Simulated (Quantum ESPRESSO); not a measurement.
# Sb (Fm-3m) in Quantum ESPRESSO: notebook

The runs below take Sb through phonons, with PBEsol, PBE.

Program: Quantum ESPRESSO 7.5. These are calculated values, not measurements. Logs are shortened: lines on timing, memory, paths and dates and some standing lists are left out, and cuts for length are marked.

## Step 1: The structure

It takes space group Fm-3m (No. 225, cubic). Conventional cell: a = 4.742 Å, b = 4.742 Å, c = 4.742 Å, α = 90.00°, β = 90.00°, γ = 90.00°. Around Sb (site symmetry m-3m) lie 12 Sb at 3.35 Å.

This isn't the form of Sb at room conditions, which is rhombohedral.

## Step 2: Phonons, PBEsol

pw.in reads:

```
&CONTROL
  calculation = 'scf'
  prefix = 'pwscf'
  outdir = './tmp'
  pseudo_dir = './pseudo'
  tprnfor = .true.
  tstress = .true.
  disk_io = 'low'
/
&SYSTEM
  ibrav = 0
  nat = 1
  ntyp = 1
  ecutwfc = 45
  ecutrho = 360
  nbnd = 13
  occupations = 'smearing'
  smearing = 'gaussian'
  degauss = 0.01999163
/
&ELECTRONS
  conv_thr = 2d-10
  electron_maxstep = 120
  mixing_beta = 0.5
/
ATOMIC_SPECIES
Sb   121.7600 sb_pbesol_v1.4.uspp.F.UPF
CELL_PARAMETERS angstrom
   0.0000000000    2.3712425216    2.3712425216
   2.3712425216    0.0000000000    2.3712425216
   2.3712425216    2.3712425216    0.0000000000
ATOMIC_POSITIONS crystal
Sb     0.0000000000    0.0000000000    0.0000000000
K_POINTS automatic
10 10 10 0 0 0
```

relax.in reads:

```
&CONTROL
  calculation = 'vc-relax'
  prefix = 'pwscf'
  outdir = './tmp'
  pseudo_dir = './pseudo'
  tprnfor = .true.
  tstress = .true.
  disk_io = 'low'
  nstep = 40
  forc_conv_thr = 0.0001
  etot_conv_thr = 1d-06
/
&SYSTEM
  ibrav = 0
  nat = 1
  ntyp = 1
  ecutwfc = 45
  ecutrho = 360
  nbnd = 13
  occupations = 'smearing'
  smearing = 'gaussian'
  degauss = 0.01999163
/
&ELECTRONS
  conv_thr = 2d-10
  electron_maxstep = 120
  mixing_beta = 0.5
/
&IONS
  ion_dynamics = 'bfgs'
/
&CELL
  cell_dynamics = 'bfgs'
  press = 0
  press_conv_thr = 0.2
/
ATOMIC_SPECIES
Sb   121.7600 sb_pbesol_v1.4.uspp.F.UPF
CELL_PARAMETERS angstrom
   0.0000000000    2.3712425216    2.3712425216
   2.3712425216    0.0000000000    2.3712425216
   2.3712425216    2.3712425216    0.0000000000
ATOMIC_POSITIONS crystal
Sb     0.0000000000    0.0000000000    0.0000000000
K_POINTS automatic
10 10 10 0 0 0
```

scf2.in reads:

```
&CONTROL
  calculation = 'scf'
  prefix = 'pwscf'
  outdir = './tmp'
  pseudo_dir = './pseudo'
  tprnfor = .true.
  tstress = .true.
  disk_io = 'low'
/
&SYSTEM
  ibrav = 0
  nat = 1
  ntyp = 1
  ecutwfc = 45
  ecutrho = 360
  nbnd = 13
  occupations = 'smearing'
  smearing = 'gaussian'
  degauss = 0.01999163
/
&ELECTRONS
  conv_thr = 1d-13
  electron_maxstep = 120
  mixing_beta = 0.5
  startingpot = 'file'
  startingwfc = 'file'
/
ATOMIC_SPECIES
Sb   121.7600 sb_pbesol_v1.4.uspp.F.UPF
CELL_PARAMETERS angstrom
   0.0000000000    2.3540368598    2.3540368598
   2.3540368598    0.0000000000    2.3540368598
   2.3540368598    2.3540368598    0.0000000000
ATOMIC_POSITIONS crystal
Sb     0.0000000000    0.0000000000    0.0000000000
K_POINTS automatic
10 10 10 0 0 0
```

ph.in reads:

```
phonons of Sb
&INPUTPH
  prefix = 'pwscf'
  outdir = './tmp'
  tr2_ph = 1d-18
  fildyn = 'dyn'
  niter_ph = 90
  alpha_mix(1) = 0.4
/
0.5303300859 0.5303300859 -0.0000000000
```

Potentials or basis: GBRV 1.5 PBEsol.

Command:

```console
OMP_NUM_THREADS=1 pw.x -in pw.in > pw.out
OMP_NUM_THREADS=1 pw.x -in relax.in > relax.out
OMP_NUM_THREADS=1 pw.x -in scf2.in > scf2.out
OMP_NUM_THREADS=1 ph.x -in ph.in > ph.out
```

pw.out:

```text
This program is part of the open-source Quantum ESPRESSO suite
     for quantum simulation of materials; please cite
[... 9 lines left out ...]
     --------------------
     sticks:   dense  smooth     PW     G-vecs:    dense   smooth      PW
     Sum        1003     499    163                20827     7391    1363

     Using Slab Decomposition

     bravais-lattice index     =            0
     lattice parameter (alat)  =       6.3371  a.u.
     unit-cell volume          =     179.9511 (a.u.)^3
     number of atoms/cell      =            1
     number of atomic types    =            1
     number of electrons       =        15.00
     number of Kohn-Sham states=           13
     kinetic-energy cutoff     =      45.0000  Ry
     charge density cutoff     =     360.0000  Ry
     scf convergence threshold =      2.0E-10
     mixing beta               =       0.5000
     number of iterations used =            8  plain     mixing
     Exchange-correlation= SLA  PW   PSX  PSC
                           (   1   4  10   8   0   0   0)

     celldm(1)=   6.337089  celldm(2)=   0.000000  celldm(3)=   0.000000
     celldm(4)=   0.000000  celldm(5)=   0.000000  celldm(6)=   0.000000

     crystal axes: (cart. coord. in units of alat)
               a(1) = (   0.000000   0.707107   0.707107 )
               a(2) = (   0.707107   0.000000   0.707107 )
               a(3) = (   0.707107   0.707107   0.000000 )

     reciprocal axes: (cart. coord. in units 2 pi/alat)
               b(1) = ( -0.707107  0.707107  0.707107 )
               b(2) = (  0.707107 -0.707107  0.707107 )
               b(3) = (  0.707107  0.707107 -0.707107 )

     PseudoPot. # 1 for Sb read from file:
     sb_pbesol_v1.4.uspp.F.UPF
     Pseudo is Ultrasoft + core correction, Zval = 15.0
     Generated by new atomic code, or converted to UPF format
     Using radial grid of  891 points,  6 beta functions with:
                l(1) =   0
                l(2) =   0
                l(3) =   1
                l(4) =   1
                l(5) =   2
                l(6) =   2
     Q(r) pseudized with  8 coefficients,  rinner =    1.350   1.350   1.350
                                                       1.350   1.350

     atomic species   valence    mass     pseudopotential
     Sb               15.00   121.76000     Sb( 1.00)

     48 Sym. Ops., with inversion, found

   Cartesian axes

     site n.     atom                  positions (alat units)
         1        Sb     tau(   1) = (   0.0000000   0.0000000   0.0000000  )

     number of k points=    47  Gaussian smearing, width (Ry)=  0.0200
                       cart. coord. in units 2pi/alat
        k(    1) = (   0.0000000   0.0000000   0.0000000), wk =   0.0020000
        k(    2) = (   0.0707107   0.0707107  -0.0707107), wk =   0.0160000
        k(    3) = (   0.1414214   0.1414214  -0.1414214), wk =   0.0160000
        k(    4) = (   0.2121320   0.2121320  -0.2121320), wk =   0.0160000
        k(    5) = (   0.2828427   0.2828427  -0.2828427), wk =   0.0160000
        k(    6) = (  -0.3535534  -0.3535534   0.3535534), wk =   0.0080000
[... 39 lines left out ...]
        k(   46) = (  -0.0707107  -0.3535534   0.6363961), wk =   0.0480000
        k(   47) = (  -0.7071068   0.2828427   0.0000000), wk =   0.0240000

     Dense  grid:    20827 G-vectors     FFT dimensions: (  40,  40,  40)

     Smooth grid:     7391 G-vectors     FFT dimensions: (  27,  27,  27)

     Check: negative core charge=   -0.000003

     Initial potential from superposition of free atoms

     starting charge      14.0000, renormalised to      15.0000
     Starting wfcs are    9 randomized atomic wfcs +    4 random wfcs

     Self-consistent Calculation

     iteration #  1     ecut=    45.00 Ry     beta= 0.50
     Davidson diagonalization with overlap
     ethr =  1.00E-02,  avg # of iterations =  5.4

     total energy              =    -184.38172885 Ry
     estimated scf accuracy    <       1.01013011 Ry

     iteration #  2     ecut=    45.00 Ry     beta= 0.50
     Davidson diagonalization with overlap
     ethr =  6.73E-03,  avg # of iterations =  2.0
[... 36 lines left out ...]
     total energy              =    -184.58177766 Ry
     estimated scf accuracy    <          3.0E-09 Ry

     iteration #  8     ecut=    45.00 Ry     beta= 0.50
     Davidson diagonalization with overlap
     ethr =  1.98E-11,  avg # of iterations =  2.0

     End of self-consistent calculation

          k = 0.0000 0.0000 0.0000 (   941 PWs)   bands (ev):

   -17.4004 -17.4004 -17.4004 -17.3608 -17.3608  -1.1687  17.2240  17.2240
    17.2240  22.3100  22.4132  22.4132  22.4132

          k = 0.0707 0.0707-0.0707 (   917 PWs)   bands (ev):

   -17.3993 -17.3961 -17.3961 -17.3603 -17.3603  -0.9692  15.5119  16.9733
    16.9733  21.0566  22.8607  22.8607  24.3314

          k = 0.1414 0.1414-0.1414 (   917 PWs)   bands (ev):
[... 131 lines left out ...]
   -17.4338 -17.4022 -17.3271 -17.3144 -17.3111   3.8754   7.5394  11.2097
    12.4405  16.4205  17.8546  30.0154  30.6664

          k = 0.0000-0.5657 0.5657 (   922 PWs)   bands (ev):

   -17.4221 -17.3909 -17.3330 -17.3247 -17.3160   4.3421   7.4574   9.4457
    12.7722  16.7129  20.4996  29.0346  29.2850

          k =-0.7071 0.0000 0.0000 (   934 PWs)   bands (ev):

   -17.4407 -17.4069 -17.3224 -17.3078 -17.3078   4.2851   6.8731  12.2327
    12.2327  16.0231  16.5406  32.0580  32.7521

          k = 0.2828 0.1414 0.0000 (   922 PWs)   bands (ev):

   -17.4057 -17.3818 -17.3699 -17.3675 -17.3410   0.1512  12.3876  13.5471
    15.9498  20.1817  20.7733  24.0119  25.1312

          k = 0.3536 0.2121-0.0707 (   920 PWs)   bands (ev):

   -17.4003 -17.3857 -17.3706 -17.3524 -17.3292   1.1071   9.9991  12.7128
    15.1707  19.9100  21.5660  23.2742  25.2052

          k =-0.2828-0.4243 0.5657 (   909 PWs)   bands (ev):
[... 41 lines left out ...]
   -17.4138 -17.3899 -17.3422 -17.3307 -17.3121   4.0736   7.8354   9.7672
    11.7716  18.2085  20.6681  26.0466  28.4275

          k = 0.0000-0.4243 0.5657 (   918 PWs)   bands (ev):

   -17.4043 -17.3701 -17.3545 -17.3433 -17.3179   4.1260   8.3159   8.4883
    12.3054  18.7055  23.5666  25.2282  25.6259

          k =-0.7071 0.1414 0.0000 (   926 PWs)   bands (ev):

   -17.4283 -17.4008 -17.3279 -17.3208 -17.3077   4.3608   7.1659  11.1067
    11.3749  17.5615  18.1376  29.1288  29.3133

          k =-0.1414-0.4243 0.7071 (   918 PWs)   bands (ev):

   -17.3936 -17.3892 -17.3592 -17.3346 -17.3174   3.6074   8.4554   9.6842
    11.6197  20.4120  21.4926  23.3486  27.7527

          k =-0.0707-0.3536 0.6364 (   920 PWs)   bands (ev):

   -17.3909 -17.3772 -17.3653 -17.3432 -17.3123   4.2153   8.0392   9.2399
    11.1363  20.6579  22.5526  23.9975  25.0756

          k =-0.7071 0.2828 0.0000 (   912 PWs)   bands (ev):

   -17.3955 -17.3884 -17.3545 -17.3396 -17.3077   4.4948   8.0276   9.3999
    10.4481  20.4189  21.2610  24.9996  25.3572

     the Fermi energy is    11.8422 ev

!    total energy              =    -184.58177766 Ry
     estimated scf accuracy    <          2.3E-11 Ry
     smearing contrib. (-TS)   =      -0.00182305 Ry
     internal energy E=F+TS    =    -184.57995461 Ry

     The total energy is F=E-TS. E is the sum of the following terms:
     one-electron contribution =     -70.34570460 Ry
     hartree contribution      =      44.45029541 Ry
     xc contribution           =     -43.57695665 Ry
     ewald contribution        =    -115.10758876 Ry

     convergence has been achieved in   8 iterations

     Forces acting on atoms (cartesian axes, Ry/au):

     atom    1 type  1   force =     0.00000000    0.00000000    0.00000000

     Total force =     0.000000     Total SCF correction =     0.000000

     Computing stress (Cartesian axis) and pressure

          total   stress  (Ry/bohr**3)                   (kbar)     P=      -14.03
  -0.00009537   0.00000000  -0.00000000          -14.03        0.00       -0.00
  -0.00000000  -0.00009537  -0.00000000           -0.00      -14.03       -0.00
   0.00000000  -0.00000000  -0.00009537            0.00       -0.00      -14.03

=------------------------------------------------------------------------------=
   JOB DONE.
=------------------------------------------------------------------------------=
```

It took 9.3 min on 1 thread of Arm Neoverse V1, shared host; peak memory 0.1 GiB.

Results:

* Free energy: -2511.3646 eV
* Relaxed volume: 26.09 Å³/atom
* Relaxed cell: a = 3.329 Å, b = 3.329 Å, c = 3.329 Å, α = 60.00°, β = 60.00°, γ = 60.00°
* Space group after relaxing (to 0.05 Å): Fm-3m (No. 225)
* Pressure after relaxing: 0.0 GPa
* Band gap on the k mesh: none (metal or under the smearing width)
* Highest phonon frequency at the q point run: 31 cm⁻¹
* Most unstable mode: 35i cm⁻¹

Step by step:
| step | energy change (eV) | largest force (eV/Å) | pressure (GPa) | volume (Å³) |
| --- | --- | --- | --- | --- |
| 1 | 0.0000 | 0.0000 | -1.40 | 26.67 |
| 2 | -0.0014 | 0.0000 | -0.95 | 26.48 |
| 3 | -0.0025 | 0.0000 | -0.26 | 26.19 |
| 4 | -0.0026 | 0.0000 | 0.01 | 26.09 |
| 5 | -0.0026 | 0.0000 | 0.00 | 26.09 |

Final structure:
```yaml
crystal:
  lattice:
    - [0.00000, 2.35404, 2.35404]
    - [2.35404, 0.00000, 2.35404]
    - [2.35404, 2.35404, 0.00000]
  atoms:
    - { symbol: Sb, position: [0.00000, 0.00000, 0.00000] }
```

Phonon frequencies in cm⁻¹ (negative: imaginary):
| q point | frequencies |
| --- | --- |
| (0.375, 0.375, 0.750) | -35 27 31 |

Phonon modes at q = (0.375, 0.375, 0.750) in reciprocal lattice units:
| mode | symmetry | cm⁻¹ |
| --- | --- | --- |
| 1 | B_1 | -35 |
| 2 | A_1 | 27 |
| 3 | B_2 | 31 |

Caveat: some modes are imaginary; the q point doesn't lie on the k mesh, which can shift a metal's frequencies strongly unless the mesh is converged. Spin-orbit coupling is left out, which matters for the levels of Sb.

(Continued in part 2 of 2.)
